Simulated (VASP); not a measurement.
# NaI (Fm-3m) in VASP: a series of runs

One crystal, NaI, is run at these levels: PBE; tasks: single point.

Everything below comes from runs of VASP 6.6.1. Logs are shortened: lines on timing, memory, paths and dates and some standing lists are left out, and cuts for length are marked.

### 1 The crystal as given

The structure is cubic, space group Fm-3m (No. 225). Conventional cell: a = 6.473 Å, b = 6.473 Å, c = 6.473 Å, α = 90.00°, β = 90.00°, γ = 90.00°. I (site symmetry m-3m) is surrounded by 6 Na at 3.24 Å. Na (site symmetry m-3m) has 6 I at 3.24 Å as nearest neighbours.

### 2 Single point, PBE

INCAR

```
SYSTEM = NaI
PREC = Accurate ; ENCUT = 300
EDIFF = 1E-6 ; ISMEAR = 0
SIGMA = 0.05 ; LREAL = .FALSE.
LASPH = .TRUE. ; NELM = 100
ALGO = Normal ; ISIF = 2
LWAVE = .FALSE. ; LCHARG = .FALSE.
GGA = PE ; NBANDS = 14
ADDGRID = .FALSE.
```

KPOINTS

```
Automatic mesh
0
G
  5 5 5
  0 0 0
```

POSCAR

```
NaI
1.0
    0.0000000000      3.2364000000      3.2364000000
    3.2364000000      0.0000000000      3.2364000000
    3.2364000000      3.2364000000      0.0000000000
I Na
1 1
Direct
    0.5000000000      0.5000000000      0.5000000000
    0.0000000000      0.0000000000      0.0000000000
```

Potentials or basis: VASP PAW PBE potentials, release 64 (I, Na_pv).

Run with:

```bash
$ cat potpaw_PBE.64/I/POTCAR potpaw_PBE.64/Na_pv/POTCAR > POTCAR
$ mpirun -np 1 vasp_std > vasp.out
```

OUTCAR:

```text
SYSTEM = NaI
   PREC = Accurate
   ENCUT = 300
   EDIFF = 1E-6
   ISMEAR = 0
   LREAL = .FALSE.
   LASPH = .TRUE.
   NELM = 100
   ISIF = 2
   GGA = PE

 Found     10 irreducible k-points:

 Following reciprocal coordinates:
            Coordinates               Weight
  0.000000  0.000000  0.000000      1.000000
  0.200000  0.000000  0.000000      8.000000
  0.400000  0.000000  0.000000      8.000000
  0.200000  0.200000  0.000000      6.000000
  0.400000  0.200000  0.000000     24.000000
 -0.400000  0.200000  0.000000     24.000000
   k-points           NKPTS =     10   k-points in BZ     NKDIM =     10   number of bands    NBANDS=     14
   number of dos      NEDOS =    301   number of ions     NIONS =      2
   total plane-waves  NPLWV =  21952
   dimension x,y,z NGX =    28 NGY =   28 NGZ =   28
   dimension x,y,z NGXF=    56 NGYF=   56 NGZF=   56
   ions per type =               1   1
   NGX,Y,Z   is equivalent  to a cutoff of  10.17, 10.17, 10.17 a.u.
   NGXF,Y,Z  is equivalent  to a cutoff of  20.34, 20.34, 20.34 a.u.
 SYSTEM =  NaI
   PREC   = accura    normal or accurate (medium, high low for compatibility)
   ISTART =      0    job   : 0-new  1-cont  2-samecut
   ICHARG =      2    charge: 1-file 2-atom 10-const
   ISPIN  =      1    spin polarized calculation?
   LNONCOLLINEAR =      F non collinear calculations
   LSORBIT =      F    spin-orbit coupling
   LASPH  =      T    aspherical Exc in radial PAW
   ENCUT  =  300.0 eV  22.05 Ry    4.70 a.u.   6.46  6.46  6.46*2*pi/ulx,y,z
   NELM   =    100;   NELMIN=  2; NELMDL= -5     # of ELM steps
   EDIFF  = 0.1E-05   stopping-criterion for ELM
   LREAL  =      F    real-space projection
   EDIFFG = 0.1E-04   stopping-criterion for IOM
   NSW    =      0    number of steps for IOM
   IBRION =     -1    ionic relax: 0-MD 1-quasi-New 2-CG
   NFREE  =      0    steps in history (QN), initial steepest desc. (CG)
   ISIF   =      2    stress and relaxation
   ISYM   =      2    0-nonsym 1-usesym 2-fastsym
   POTIM  = 0.5000    time-step for ionic-motion
   TEBEG  =    0.0;   TEEND  =   0.0 temperature during run
   PSTRESS=    0.0 pullay stress
   NELECT =      14.0000    total number of electrons
   NUPDOWN=      -1.0000    fix difference up-down
   EMIN   =  10.00;   EMAX   =-10.00  energy-range for DOS
   EFERMI =   0.00;   METHOD = LEGACY
   ISMEAR =     0;   SIGMA  =   0.05  broadening in eV -4-tet -1-fermi 0-gaus
   EFERMI_NEDOS =   21; number of points for ismear=-14 and -15
   IALGO  =     38    algorithm
   IMIX   =      4    mixing-type and parameters
     AMIX     =   0.40;   BMIX     =  1.00
     AMIX_MAG =   1.60;   BMIX_MAG =  1.00
  volume/ion in A,a.u.               =      33.90       228.76
  Fermi-wavevector in a.u.,A,eV,Ry     =   0.967636  1.828567 12.739397  0.936319
  Thomas-Fermi vector in A             =   2.097538
   LORBIT       =      0    0 simple, 1 ext, 2 COOP (PROOUT), +10 PAW based schemes
   GGA     = PE    functional components
   LHFCALC =     F    Hartree Fock is set to
   AEXX    =    0.0000 exact exchange contribution
   IVDW    =     0    specifies the selected vdW correction
   LEPSILON=     F    determine dielectric tensor
   LRPA    =     F    only Hartree local field effects (RPA)
 non-spin polarized calculation
 Gauss-broadening in eV      SIGMA  =   0.05
  energy-cutoff  :      300.00
  volume of cell :       67.80
 maximum number of plane-waves:       821
 NGX is ok and might be reduce to    28
   NGX = 13   NGY = 13   NGZ = 13

 number of electron      13.9999978 magnetization

 Free energy of the ion-electron system (eV)
  ---------------------------------------------------
  ext. energy  EPLUGINS =         0.00000000
  ---------------------------------------------------
  free energy    TOTEN  =        -5.38482766 eV

  energy without entropy =       -5.38482766  energy(sigma->0) =       -5.38482766

 E-fermi :   1.1198     XC(G=0):  -7.7054

 val. band max:        0.8076931117   @ k =   0.0000   0.0000   0.0000
 cond. band min:       4.4460051165   @ k =   0.0000   0.0000   0.0000
 fundamental gap:      3.6383120048
 Fermi energy:         1.1197889680

 k-point     1 :       0.0000    0.0000    0.0000
  band No.  band energies     occupation
      1     -21.6208      2.00000
      2     -21.6208      2.00000
      3     -21.6208      2.00000
      4     -10.2096      2.00000
      5       0.8077      2.00000
      6       0.8077      2.00000
      7       0.8077      2.00000
      8       4.4460      0.00000
      9       8.7355      0.00000
     10       8.7355      0.00000
     11       8.7355      0.00000
     12      10.5551      0.00000
     13      10.5551      0.00000
     14      11.2431      0.00000

 k-point     2 :       0.2000    0.0000    0.0000
  band No.  band energies     occupation
      1     -21.6227      2.00000
      2     -21.6210      2.00000
      3     -21.6210      2.00000
      4     -10.1066      2.00000
      5      -0.1525      2.00000
      6       0.7047      2.00000
      7       0.7047      2.00000
      8       5.4773      0.00000
      9       8.2195      0.00000
     10       8.8979      0.00000
     11       8.8979      0.00000
     12      10.0920      0.00000
     13      10.0920      0.00000
     14      11.4580      0.00000

 k-point     3 :       0.4000    0.0000    0.0000
  band No.  band energies     occupation
      1     -21.6257      2.00000
      2     -21.6212      2.00000
      3     -21.6211      2.00000
      4      -9.9277      2.00000
      5      -1.2184      2.00000
      6       0.5511      2.00000
      7       0.5511      2.00000
      8       5.9163      0.00000
      9       8.3456      0.00000
     10       8.3456      0.00000
     11       9.2590      0.00000
     12      10.9291      0.00000
     13      11.8642      0.00000
     14      11.8642      0.00000

 k-point     4 :       0.2000    0.2000    0.0000
  band No.  band energies     occupation
      1     -21.6224      2.00000
      2     -21.6214      2.00000
      3     -21.6214      2.00000
      4     -10.0752      2.00000
      5      -0.1262      2.00000
      6       0.5203      2.00000
      7       0.5203      2.00000
      8       5.8328      0.00000
      9       7.4926      0.00000
     10       8.5476      0.00000
     11       9.5938      0.00000
     12       9.5938      0.00000
     13      10.9983      0.00000
     14      13.2532      0.00000

 k-point     5 :       0.4000    0.2000    0.0000
  band No.  band energies     occupation
      1     -21.6245      2.00000
      2     -21.6218      2.00000
      3     -21.6217      2.00000
      4      -9.9250      2.00000
      5      -0.8801      2.00000
      6       0.2120      2.00000
      7       0.3526      2.00000
      8       6.3741      0.00000
      9       7.5028      0.00000
     10       8.1603      0.00000
     11       9.3998      0.00000
     12      11.0841      0.00000
     13      12.4336      0.00000
     14      12.9259      0.00000

 k-point     6 :      -0.4000    0.2000    0.0000
  band No.  band energies     occupation
      1     -21.6253      2.00000
      2     -21.6224      2.00000
      3     -21.6215      2.00000
      4      -9.8619      2.00000
      5      -1.1202      2.00000
      6      -0.0881      2.00000
      7       0.4149      2.00000
      8       6.6599      0.00000
      9       7.4631      0.00000
     10       8.8794      0.00000
     11       9.1961      0.00000
     12      11.5474      0.00000
     13      11.7274      0.00000
     14      12.7240      0.00000

 [... further k-points ...]

------------------------ aborting loop because EDIFF is reached ----------------------------------------

  FORCE on cell =-STRESS in cart. coord.  units (eV):
  Direction    XX          YY          ZZ          XY          YZ          ZX
  --------------------------------------------------------------------------------------
  -------------------------------------------------------------------------------------
  Total        0.1703736      0.1703736      0.1703736     -0.0000000     -0.0000000      0.0000000
  in kB        4.0262082      4.0262082      4.0262082     -0.0000000     -0.0000000      0.0000000
  external PRESSURE =       4.0262082 kB  Pullay stress =       0.0000000 kB

 VOLUME and BASIS-vectors are now :
 -----------------------------------------------------------------------------
  energy-cutoff  :      300.00
  volume of cell :       67.80
      direct lattice vectors                 reciprocal lattice vectors
     0.000000000  3.236400000  3.236400000    -0.154492646  0.154492646  0.154492646
     3.236400000  0.000000000  3.236400000     0.154492646 -0.154492646  0.154492646
     3.236400000  3.236400000  0.000000000     0.154492646  0.154492646 -0.154492646

 POSITION                                       TOTAL-FORCE (eV/Angst)
 -----------------------------------------------------------------------------------
      3.23640      3.23640      3.23640         0.000000      0.000000      0.000000
      0.00000      0.00000      0.00000         0.000000      0.000000      0.000000
 -----------------------------------------------------------------------------------
    total drift:                                0.000000      0.000000      0.000000

  FREE ENERGIE OF THE ION-ELECTRON SYSTEM (eV)
  ---------------------------------------------------
  free  energy   TOTEN  =        -5.3848276646 eV

  energy  without entropy=       -5.3848276646  energy(sigma->0) =       -5.38482766
```

It took 7.2 s on 1 thread of Intel Xeon Platinum 8488C (Sapphire Rapids), shared host; peak memory 0.14 GiB.

These settings aren't checked as converged: the numbers below hold their error.

What came out:

- Free energy: -5.3848 eV
- Pressure: 0.4 GPa
- Band gap on the k mesh: 3.64 eV, direct

Caveat: the cutoff is under 1.25 times the usual one of these potentials, so pressure, stress and relaxed cells hold a basis-set (Pulay) error; spin-orbit coupling is left out, which moves the levels of the heavy elements.

### 3 Single point, PBE

Edit INCAR of step 2 so:

```diff
@@ -1,3 +1,3 @@
 SYSTEM = NaI
-PREC = Accurate ; ENCUT = 300
+PREC = Accurate ; ENCUT = 350
 EDIFF = 1E-6 ; ISMEAR = 0
```

KPOINTS is that of step 2.

POSCAR is that of step 2.

Potentials or basis: VASP PAW PBE potentials, release 64 (I, Na_pv).

Run with:

```bash
$ cat potpaw_PBE.64/I/POTCAR potpaw_PBE.64/Na_pv/POTCAR > POTCAR
$ mpirun -np 1 vasp_std > vasp.out
```

OUTCAR:

```text
SYSTEM = NaI
   PREC = Accurate
   ENCUT = 350
   EDIFF = 1E-6
   ISMEAR = 0
   LREAL = .FALSE.
   LASPH = .TRUE.
   NELM = 100
   ISIF = 2
   GGA = PE

 Found     10 irreducible k-points:

 Following reciprocal coordinates:
            Coordinates               Weight
  0.000000  0.000000  0.000000      1.000000
  0.200000  0.000000  0.000000      8.000000
  0.400000  0.000000  0.000000      8.000000
  0.200000  0.200000  0.000000      6.000000
  0.400000  0.200000  0.000000     24.000000
 -0.400000  0.200000  0.000000     24.000000
   k-points           NKPTS =     10   k-points in BZ     NKDIM =     10   number of bands    NBANDS=     14
   number of dos      NEDOS =    301   number of ions     NIONS =      2
   total plane-waves  NPLWV =  21952
   dimension x,y,z NGX =    28 NGY =   28 NGZ =   28
   dimension x,y,z NGXF=    56 NGYF=   56 NGZF=   56
   ions per type =               1   1
   NGX,Y,Z   is equivalent  to a cutoff of  10.17, 10.17, 10.17 a.u.
   NGXF,Y,Z  is equivalent  to a cutoff of  20.34, 20.34, 20.34 a.u.
 SYSTEM =  NaI
   PREC   = accura    normal or accurate (medium, high low for compatibility)
   ISTART =      0    job   : 0-new  1-cont  2-samecut
   ICHARG =      2    charge: 1-file 2-atom 10-const
   ISPIN  =      1    spin polarized calculation?
   LNONCOLLINEAR =      F non collinear calculations
   LSORBIT =      F    spin-orbit coupling
   LASPH  =      T    aspherical Exc in radial PAW
[... 73 lines left out ...]
     14      11.2432      0.00000
[... 71 lines left out ...]
      1     -21.6276      2.00000
      2     -21.6247      2.00000
      3     -21.6237      2.00000
      4      -9.8624      2.00000
      5      -1.1203      2.00000
      6      -0.0883      2.00000
      7       0.4147      2.00000
      8       6.6598      0.00000
      9       7.4630      0.00000
     10       8.8789      0.00000
     11       9.1961      0.00000
     12      11.5469      0.00000
     13      11.7265      0.00000
     14      12.7234      0.00000

 [... further k-points ...]

------------------------ aborting loop because EDIFF is reached ----------------------------------------

  FORCE on cell =-STRESS in cart. coord.  units (eV):
  Direction    XX          YY          ZZ          XY          YZ          ZX
  --------------------------------------------------------------------------------------
  -------------------------------------------------------------------------------------
  Total        0.1562768      0.1562768      0.1562768      0.0000000     -0.0000000      0.0000000
  in kB        3.6930794      3.6930794      3.6930794      0.0000000     -0.0000000      0.0000000
  external PRESSURE =       3.6930794 kB  Pullay stress =       0.0000000 kB

 VOLUME and BASIS-vectors are now :
 -----------------------------------------------------------------------------
  energy-cutoff  :      350.00
  volume of cell :       67.80
      direct lattice vectors                 reciprocal lattice vectors
     0.000000000  3.236400000  3.236400000    -0.154492646  0.154492646  0.154492646
     3.236400000  0.000000000  3.236400000     0.154492646 -0.154492646  0.154492646
     3.236400000  3.236400000  0.000000000     0.154492646  0.154492646 -0.154492646

 POSITION                                       TOTAL-FORCE (eV/Angst)
 -----------------------------------------------------------------------------------
      3.23640      3.23640      3.23640         0.000000     -0.000000     -0.000000
      0.00000      0.00000      0.00000         0.000000      0.000000      0.000000
 -----------------------------------------------------------------------------------
    total drift:                                0.000000      0.000000      0.000000

  FREE ENERGIE OF THE ION-ELECTRON SYSTEM (eV)
  ---------------------------------------------------
  free  energy   TOTEN  =        -5.3842675580 eV

  energy  without entropy=       -5.3842675580  energy(sigma->0) =       -5.38426756
```

stdout:

```text
POSCAR found type information on POSCAR I Na
 POSCAR found :  2 types and       2 ions
 scaLAPACK will be used
 LDA part: xc-table for (Slater+PW92), standard interpolation
 POSCAR, INCAR and KPOINTS ok, starting setup
 FFT: planning ... GRIDC
 FFT: planning ... GRID_SOFT
 FFT: planning ... GRID
 WAVECAR not read
 entering main loop
```

Run time: 7.4 s. Hardware: 1 thread of Intel Xeon Platinum 8488C (Sapphire Rapids), shared host; peak memory 0.14 GiB.

These settings aren't checked as converged: the numbers below hold their error.

Results:

| Property | Result |
| --- | --- |
| Free energy | -5.3843 eV |
| Pressure | 0.4 GPa |
| Band gap on the k mesh | 3.64 eV, direct |

Caveat: spin-orbit coupling is left out, which moves the levels of the heavy elements.

(Part 1 of 2 ends here.)
